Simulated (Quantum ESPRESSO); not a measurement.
# In2Se2, 1 layer: a series in biaxial strain, part 4 of 7

Wanted: a table for In2Se2, 1 layer against biaxial strain, and what can be fitted to it.

Quantum ESPRESSO 7.5; plane-wave DFT, PBE, GBRV ultrasoft pseudopotentials.

So far. Step 2 (Relaxing cell and ions of the reference):  The last row is no step: it is a fresh SCF in the final cell with a new plane-wave basis, +1 meV from the row before. Step 3 (Relaxing the ions, -4 %): The relaxation lowers the energy by 14 meV an atom.

## Step 6: Band structure, -4 %

Bands along a path place the edges.

Input file m0.bands.in:

```
&control
  prefix = 'm0.bands'
  outdir = './out'
  pseudo_dir = './pseudo'
  calculation = 'bands'
/
&system
  ibrav = 0
  nat = 4
  ntyp = 2
  ecutwfc = 40
  ecutrho = 200
  occupations = 'smearing'
  smearing = 'fd'
  degauss = 0.002
  nbnd = 25
/
&electrons
  conv_thr = 1e-07
  mixing_beta = 0.4
  electron_maxstep = 120
  mixing_mode = 'plain'
/
ATOMIC_SPECIES
  Se  78.9710  se_pbe_v1.uspp.F.UPF
  In  114.8180  in_pbe_v1.4.uspp.F.UPF
CELL_PARAMETERS angstrom
  3.91742134560000 0.00000000000000 0.00000000000000
  -1.95871067328000 3.39258640224000 0.00000000000000
  0.00000000000000 0.00000000000000 20.14290946400000
ATOMIC_POSITIONS crystal
  Se  0.333333333300 0.666666666700 0.362412079200
  In  0.000000000000 0.000000000000 0.430207639600
  In  0.000000000000 0.000000000000 0.569792360400
  Se  0.333333333300 0.666666666700 0.637587920800
K_POINTS crystal_b
4
  0.0000000000 0.0000000000 0.0000000000 12
  0.5000000000 0.0000000000 0.0000000000 12
  0.3333333333 0.3333333333 0.0000000000 12
  0.0000000000 0.0000000000 0.0000000000 1
```

On the command line:

```console
$ cp -r out/m0.scf.save out/m0.bands.save
$ cp out/m0.scf.xml out/m0.bands.xml
$ OMP_NUM_THREADS=1 mpirun -n 4 pw.x -nk 4 -in m0.bands.in > m0.bands.out
```

Output:

```text
[banner, memory and clock lines left out]
Program PWSCF v.7.5 starts

          URL

     Atomic positions and unit cell read from directory:
     ./out/m0.bands.save/

     Message from routine setup:
     using ibrav=0 with symmetry is DISCOURAGED, use correct ibrav instead

     G-vector sticks info

     bravais-lattice index     =            0
     lattice parameter (alat)  =       7.4029  a.u.
     unit-cell volume          =    1806.5501 (a.u.)^3
     number of atoms/cell      =            4
     number of atomic types    =            2
     number of electrons       =        38.00
     number of Kohn-Sham states=           25
     kinetic-energy cutoff     =      40.0000  Ry
     charge density cutoff     =     200.0000  Ry
     Exchange-correlation=  SLA  PW   PBX  PBC
                           (   1   4   3   4   0   0   0)

     celldm(1)=   7.402853  celldm(2)=   0.000000  celldm(3)=   0.000000
     celldm(4)=   0.000000  celldm(5)=   0.000000  celldm(6)=   0.000000

     crystal axes: (cart. coord. in units of alat)
               a(1) = (   1.000000   0.000000   0.000000 )
               a(2) = (  -0.500000   0.866025   0.000000 )
               a(3) = (   0.000000   0.000000   5.141880 )

     reciprocal axes: (cart. coord. in units 2 pi/alat)
               b(1) = (  1.000000  0.577350 -0.000000 )
               b(2) = (  0.000000  1.154701  0.000000 )
               b(3) = (  0.000000 -0.000000  0.194481 )

     PseudoPot. # 1 for Se read from file:
     ./pseudo/se_pbe_v1.uspp.F.UPF
     Pseudo is Ultrasoft + core correction, Zval =  6.0
     Generated by new atomic code, or converted to UPF format
     Using radial grid of  877 points,  6 beta functions with:
                l(1) =   0
                l(2) =   0
                l(3) =   1
                l(4) =   1
                l(5) =   2
                l(6) =   2
     Q(r) pseudized with  8 coefficients,  rinner =    1.300   1.300   1.300
                                                       1.300   1.300

     PseudoPot. # 2 for In read from file:
     ./pseudo/in_pbe_v1.4.uspp.F.UPF
     Pseudo is Ultrasoft + core correction, Zval = 13.0
     Generated by new atomic code, or converted to UPF format
     Using radial grid of  889 points,  6 beta functions with:
                l(1) =   0
                l(2) =   0
                l(3) =   1
                l(4) =   1
                l(5) =   2
                l(6) =   2
     Q(r) pseudized with  6 coefficients,  rinner =    1.400   1.400   1.400
                                                       1.400   1.400

     atomic species   valence    mass     pseudopotential
     Se                6.00    78.97100     Se( 1.00)
     In               13.00   114.81800     In( 1.00)

     12 Sym. Ops. (no inversion) found

   Cartesian axes

     site n.     atom                  positions (alat units)
         1        Se     tau(   1) = (  -0.0000000   0.5773503   1.8634793  )
         2        In     tau(   2) = (   0.0000000   0.0000000   2.2120759  )
         3        In     tau(   3) = (   0.0000000   0.0000000   2.9298038  )
         4        Se     tau(   4) = (  -0.0000000   0.5773503   3.2784004  )

     number of k points=    37  Fermi-Dirac smearing, width (Ry)=  0.0020
                       cart. coord. in units 2pi/alat
        k(    1) = (   0.0000000   0.0000000   0.0000000), wk =   0.0540541
        k(    2) = (   0.0416667   0.0240563   0.0000000), wk =   0.0540541
        k(    3) = (   0.0833333   0.0481125   0.0000000), wk =   0.0540541
        k(    4) = (   0.1250000   0.0721688   0.0000000), wk =   0.0540541
        k(    5) = (   0.1666667   0.0962250   0.0000000), wk =   0.0540541
        k(    6) = (   0.2083333   0.1202813   0.0000000), wk =   0.0540541
        k(    7) = (   0.2500000   0.1443376   0.0000000), wk =   0.0540541
        k(    8) = (   0.2916667   0.1683938   0.0000000), wk =   0.0540541
        k(    9) = (   0.3333333   0.1924501   0.0000000), wk =   0.0540541
        k(   10) = (   0.3750000   0.2165064   0.0000000), wk =   0.0540541
        k(   11) = (   0.4166667   0.2405626   0.0000000), wk =   0.0540541
        k(   12) = (   0.4583333   0.2646189   0.0000000), wk =   0.0540541
        k(   13) = (   0.5000000   0.2886751   0.0000000), wk =   0.0540541
        k(   14) = (   0.4861111   0.3127314   0.0000000), wk =   0.0540541
        k(   15) = (   0.4722222   0.3367877   0.0000000), wk =   0.0540541
        k(   16) = (   0.4583333   0.3608439   0.0000000), wk =   0.0540541
        k(   17) = (   0.4444444   0.3849002   0.0000000), wk =   0.0540541
        k(   18) = (   0.4305556   0.4089564   0.0000000), wk =   0.0540541
        k(   19) = (   0.4166667   0.4330127   0.0000000), wk =   0.0540541
        k(   20) = (   0.4027778   0.4570690   0.0000000), wk =   0.0540541
        k(   21) = (   0.3888889   0.4811252   0.0000000), wk =   0.0540541
        k(   22) = (   0.3750000   0.5051815   0.0000000), wk =   0.0540541
        k(   23) = (   0.3611111   0.5292377   0.0000000), wk =   0.0540541
        k(   24) = (   0.3472222   0.5532940   0.0000000), wk =   0.0540541
        k(   25) = (   0.3333333   0.5773503   0.0000000), wk =   0.0540541
        k(   26) = (   0.3055556   0.5292377   0.0000000), wk =   0.0540541
        k(   27) = (   0.2777778   0.4811252   0.0000000), wk =   0.0540541
        k(   28) = (   0.2500000   0.4330127   0.0000000), wk =   0.0540541
        k(   29) = (   0.2222222   0.3849002   0.0000000), wk =   0.0540541
        k(   30) = (   0.1944444   0.3367877   0.0000000), wk =   0.0540541
        k(   31) = (   0.1666667   0.2886751   0.0000000), wk =   0.0540541
        k(   32) = (   0.1388889   0.2405626   0.0000000), wk =   0.0540541
        k(   33) = (   0.1111111   0.1924501   0.0000000), wk =   0.0540541
        k(   34) = (   0.0833333   0.1443376   0.0000000), wk =   0.0540541
        k(   35) = (   0.0555556   0.0962250   0.0000000), wk =   0.0540541
        k(   36) = (   0.0277778   0.0481125   0.0000000), wk =   0.0540541
        k(   37) = (   0.0000000   0.0000000   0.0000000), wk =   0.0540541

     Dense  grid:    86319 G-vectors     FFT dimensions: (  36,  36, 180)

     Smooth grid:    61719 G-vectors     FFT dimensions: (  30,  30, 160)

     The potential is recalculated from file :
     ./out/m0.bands.save/charge-density

     negative rho (up, down):  2.914E-04 0.000E+00
     Starting wfcs are   26 randomized atomic wfcs

     Band Structure Calculation
     Davidson diagonalization with overlap

     ethr =  2.63E-10,  avg # of iterations = 51.6

     End of band structure calculation

          k = 0.0000 0.0000 0.0000 (  7715 PWs)   bands (ev):

[...]
-15.0976 -14.9958 -14.8949 -14.7763 -14.7219 -14.6284 -14.6209 -14.5977
   -14.5259 -14.3573 -12.4217 -12.3430  -6.3797  -5.6063  -3.6702  -2.6992
    -2.2212  -2.0596  -1.7890   1.3694   1.4816   3.2515   3.6926   4.4614
     6.0284

          k = 0.4583 0.2646 0.0000 (  7682 PWs)   bands (ev):

   -15.1083 -15.0066 -14.8935 -14.7768 -14.7233 -14.6243 -14.6161 -14.5993
   -14.5258 -14.3529 -12.3475 -12.2726  -6.4501  -5.7399  -3.5968  -2.6523
    -2.2676  -2.1021  -1.9530   1.3489   1.3869   3.1914   3.6092   4.4357
     6.0747

          k = 0.5000 0.2887 0.0000 (  7700 PWs)   bands (ev):

   -15.1120 -15.0102 -14.8932 -14.7770 -14.7238 -14.6230 -14.6145 -14.6000
   -14.5258 -14.3515 -12.3217 -12.2481  -6.4766  -5.7860  -3.5615  -2.6349
    -2.2832  -2.1165  -2.0182   1.3448   1.3530   3.1710   3.5802   4.4267
     6.0851

          k = 0.4861 0.3127 0.0000 (  7686 PWs)   bands (ev):

   -15.1118 -15.0102 -14.8931 -14.7775 -14.7233 -14.6236 -14.6150 -14.5992
   -14.5261 -14.3514 -12.3190 -12.2456  -6.4733  -5.7823  -3.5599  -2.6395
    -2.3111  -2.1415  -2.0164   1.3622   1.3740   3.1960   3.6078   4.3627
     6.1163

          k = 0.4722 0.3368 0.0000 (  7694 PWs)   bands (ev):

   -15.1114 -15.0102 -14.8929 -14.7792 -14.7219 -14.6255 -14.6167 -14.5972
   -14.5271 -14.3513 -12.3113 -12.2383  -6.4633  -5.7714  -3.5562  -2.6575
    -2.3889  -2.2080  -2.0117   1.4092   1.4320   3.2698   3.6904   4.1962
     6.1902

          k = 0.4583 0.3608 0.0000 (  7674 PWs)   bands (ev):

   -15.1107 -15.0102 -14.8925 -14.7818 -14.7195 -14.6280 -14.6191 -14.5943
   -14.5286 -14.3511 -12.2987 -12.2265  -6.4472  -5.7536  -3.5532  -2.7027
    -2.5017  -2.2899  -2.0056   1.4719   1.5149   3.3874   3.8226   3.9806
     6.1543

          k = 0.4444 0.3849 0.0000 (  7676 PWs)   bands (ev):

   -15.1099 -15.0104 -14.8921 -14.7851 -14.7165 -14.6307 -14.6225 -14.5910
   -14.5307 -14.3509 -12.2820 -12.2108  -6.4258  -5.7299  -3.5571  -2.7946
    -2.6290  -2.3529  -1.9995   1.5337   1.6093   3.5373   3.7286   4.0287
     5.9599

          k = 0.4306 0.4090 0.0000 (  7688 PWs)   bands (ev):

   -15.1091 -15.0107 -14.8916 -14.7888 -14.7128 -14.6335 -14.6265 -14.5874
   -14.5333 -14.3507 -12.2620 -12.1920  -6.4001  -5.7014  -3.5775  -2.9340
    -2.7470  -2.3818  -1.9950   1.5800   1.7046   3.5056   3.6980   4.2631
     5.7994

          k = 0.4167 0.4330 0.0000 (  7694 PWs)   bands (ev):

   -15.1084 -15.0112 -14.8911 -14.7925 -14.7087 -14.6360 -14.6311 -14.5835
   -14.5363 -14.3504 -12.2397 -12.1711  -6.3718  -5.6699  -3.6251  -3.0987
    -2.8328  -2.3862  -1.9943   1.6009   1.7945   3.3107   3.8367   4.5329
     5.7076

          k = 0.4028 0.4571 0.0000 (  7688 PWs)   bands (ev):

   -15.1079 -15.0120 -14.8905 -14.7962 -14.7042 -14.6382 -14.6359 -14.5795
   -14.5395 -14.3501 -12.2165 -12.1493  -6.3428  -5.6375  -3.7025  -3.2665
    -2.8738  -2.3777  -1.9995   1.5928   1.8753   3.1569   3.9184   4.8183
     5.7154

          k = 0.3889 0.4811 0.0000 (  7676 PWs)   bands (ev):

   -15.1076 -15.0128 -14.8900 -14.7995 -14.6995 -14.6407 -14.6399 -14.5755
   -14.5430 -14.3497 -12.1938 -12.1279  -6.3153  -5.6069  -3.7980  -3.4217
    -2.8740  -2.3636  -2.0125   1.5595   1.9449   3.0484   3.9307   5.0959
     5.8270

          k = 0.3750 0.5052 0.0000 (  7668 PWs)   bands (ev):

   -15.1076 -15.0138 -14.8895 -14.8021 -14.6951 -14.6453 -14.6410 -14.5715
   -14.5466 -14.3493 -12.1731 -12.1085  -6.2919  -5.5810  -3.8931  -3.5529
    -2.8469  -2.3479  -2.0338   1.5119   2.0009   2.9807   3.8945   5.3390
     6.0087

          k = 0.3611 0.5292 0.0000 (  7664 PWs)   bands (ev):

   -15.1079 -15.0147 -14.8890 -14.8041 -14.6913 -14.6491 -14.6418 -14.5676
   -14.5503 -14.3490 -12.1563 -12.0927  -6.2746  -5.5623  -3.9717  -3.6515
    -2.8076  -2.3338  -2.0614   1.4643   2.0410   2.9444   3.8431   5.5221
     6.2064

          k = 0.3472 0.5533 0.0000 (  7686 PWs)   bands (ev):

   -15.1082 -15.0154 -14.8888 -14.8054 -14.6887 -14.6519 -14.6423 -14.5643
   -14.5536 -14.3488 -12.1450 -12.0821  -6.2646  -5.5522  -4.0227  -3.7119
    -2.7713  -2.3239  -2.0880   1.4296   2.0642   2.9289   3.8026   5.6299
     6.3607

          k = 0.3333 0.5774 0.0000 (  7698 PWs)   bands (ev):

   -15.1084 -15.0157 -14.8887 -14.8058 -14.6878 -14.6528 -14.6425 -14.5626
   -14.5552 -14.3488 -12.1409 -12.0782  -6.2616  -5.5495  -4.0403  -3.7320
    -2.7554  -2.3202  -2.1004   1.4168   2.0712   2.9252   3.7876   5.6629
     6.4182

          k = 0.3056 0.5292 0.0000 (  7690 PWs)   bands (ev):

   -15.1073 -15.0141 -14.8892 -14.8044 -14.6907 -14.6500 -14.6422 -14.5671
   -14.5509 -14.3493 -12.1601 -12.0963  -6.2676  -5.5503  -3.9708  -3.6583
    -2.8342  -2.3378  -2.0340   1.4704   2.0546   2.9309   3.8465   5.5718
     6.2406

          k = 0.2778 0.4811 0.0000 (  7706 PWs)   bands (ev):

   -15.1026 -15.0083 -14.8907 -14.8006 -14.6964 -14.6456 -14.6424 -14.5730
   -14.5450 -14.3514 -12.2225 -12.1551  -6.2675  -5.5224  -3.7779  -3.4637
    -3.0270  -2.3938  -1.8641   1.6186   2.0381   2.9414   3.9946   5.3930
     5.8856

          k = 0.2500 0.4330 0.0000 (  7703 PWs)   bands (ev):

   -15.0923 -14.9965 -14.8931 -14.7953 -14.7016 -14.6438 -14.6431 -14.5778
   -14.5398 -14.3559 -12.3299 -12.2567  -6.2433  -5.4311  -3.4955  -3.2347
    -3.1887  -2.4829  -1.6602   1.8218   2.0540   2.9761   4.1754   5.2029
     5.5040

          k = 0.2222 0.3849 0.0000 (  7697 PWs)   bands (ev):

   -15.0753 -14.9777 -14.8962 -14.7896 -14.7050 -14.6471 -14.6442 -14.5808
   -14.5353 -14.3630 -12.4766 -12.3960  -6.2014  -5.2649  -3.3976  -3.1398
    -2.8677  -2.5856  -1.4670   2.0290   2.1005   3.0834   4.3316   5.0145
     5.1784

          k = 0.1944 0.3368 0.0000 (  7699 PWs)   bands (ev):

   -15.0511 -14.9513 -14.8994 -14.7843 -14.7065 -14.6530 -14.6489 -14.5817
   -14.5315 -14.3731 -12.6513 -12.5629  -6.1691  -5.0355  -3.4335  -2.7646
    -2.6899  -2.5105  -1.3126   2.1486   2.2144   3.2938   4.4007   4.8134
     4.9975

          k = 0.1667 0.2887 0.0000 (  7747 PWs)   bands (ev):

   -15.0209 -14.9176 -14.9015 -14.7801 -14.7062 -14.6614 -14.6565 -14.5803
   -14.5283 -14.3861 -12.8404 -12.7445  -6.1752  -4.7762  -3.3208  -2.7232
    -2.3828  -2.1733  -1.2120   2.1548   2.4084   3.5639   4.3769   4.5904
     5.0076

          k = 0.1389 0.2406 0.0000 (  7739 PWs)   bands (ev):

   -14.9882 -14.8994 -14.8774 -14.7774 -14.7042 -14.6713 -14.6655 -14.5765
   -14.5254 -14.4012 -13.0303 -12.9280  -6.2267  -4.5404  -3.0553  -2.6546
    -2.0242  -1.8573  -1.1663   2.0794   2.6596   3.7505   4.3885   4.4096
     5.1059

          k = 0.1111 0.1925 0.0000 (  7767 PWs)   bands (ev):

   -14.9626 -14.8856 -14.8329 -14.7767 -14.7014 -14.6823 -14.6747 -14.5703
   -14.5231 -14.4179 -13.2090 -13.1011  -6.3074  -4.3805  -2.6670  -2.4375
    -1.7144  -1.5857  -1.1634   1.9067   2.9933   3.6106   4.4381   4.5055
     5.0184

          k = 0.0833 0.1443 0.0000 (  7771 PWs)   bands (ev):

   -14.9517 -14.8553 -14.7874 -14.7776 -14.6983 -14.6927 -14.6825 -14.5611
   -14.5213 -14.4360 -13.3651 -13.2528  -6.3941  -4.3057  -2.2046  -2.0817
    -1.4707  -1.3719  -1.1849   1.6486   3.2072   3.4345   4.5275   4.6757
     4.8112

          k = 0.0556 0.0962 0.0000 (  7759 PWs)   bands (ev):

   -14.9496 -14.8196 -14.7793 -14.7470 -14.7013 -14.6954 -14.6882 -14.5481
   -14.5201 -14.4554 -13.4884 -13.3725  -6.4677  -4.2846  -1.7339  -1.6561
    -1.3000  -1.2214  -1.2123   1.3360   2.7767   3.8808   4.5403   4.6598
     4.7336

          k = 0.0278 0.0481 0.0000 (  7737 PWs)   bands (ev):

   -14.9498 -14.7920 -14.7810 -14.7189 -14.7069 -14.6934 -14.6916 -14.5313
   -14.5193 -14.4756 -13.5683 -13.4499  -6.5162  -4.2842  -1.3616  -1.2728
    -1.2239  -1.2007  -1.1332   1.0374   2.3980   4.2872   4.5100   4.5671
     4.6835

          k = 0.0000 0.0000 0.0000 (  7715 PWs)   bands (ev):

   -14.9500 -14.7816 -14.7816 -14.7088 -14.7088 -14.6927 -14.6927 -14.5189
   -14.5189 -14.4888 -13.5961 -13.4768  -6.5330  -4.2859  -1.2701  -1.1683
    -1.1683  -1.1043  -1.1043   0.8996   2.2413   4.4918   4.4918   4.5088
     4.6535

     XML data file, pseudopotentials, collected wavefunctions

                                        0.00s GPU  (     623 calls)
```

Elapsed: 45 s, on 4 MPI ranks of Arm Neoverse V1, shared host; peak memory 0.39 GiB; 3 min of CPU time.

Band numbers count within the set of bands kept for display. Electronic bands along the path, in eV, zero at the highest filled level of the SCF mesh; v1 is the highest filled band, c1 the lowest empty one:

```csv
point,v4,v3,v2,v1,c1,c2,c3,c4
Γ,-0.06,-0.06,0.00,0.00,2.00,3.35,5.60,5.60
halfway,-1.66,-0.68,-0.56,-0.09,3.03,3.18,4.97,5.25
M,-1.53,-1.18,-1.01,-0.91,2.45,2.46,4.28,4.68
halfway,-1.99,-1.73,-1.28,-0.89,2.71,2.90,4.41,4.94
K,-2.63,-1.65,-1.22,-1.00,2.52,3.18,4.03,4.89
halfway,-1.62,-1.28,-1.07,-0.11,3.26,3.51,4.67,5.48
Γ,-0.06,-0.06,0.00,0.00,2.00,3.35,5.60,5.60
```

Along this path the valence top lies at Γ and the conduction bottom at Γ.

[end of part 4 of 7]

[Logs are printed without paths, hosts, clocks, repeated set-up lines and the standing remarks that a program may print on its own settings, such as how far it seeks lower states.]

[Hosts, paths, dates, database ids (printed as entryN), source tags and the programs' standing remarks are cut or masked in the printed files.]

[Maps of the electrostatic potential energy from Ansatz leave out the sawtooth potential of an applied field or a dipole correction, so their vacuum need not be flat; planar profiles and work functions include it.]
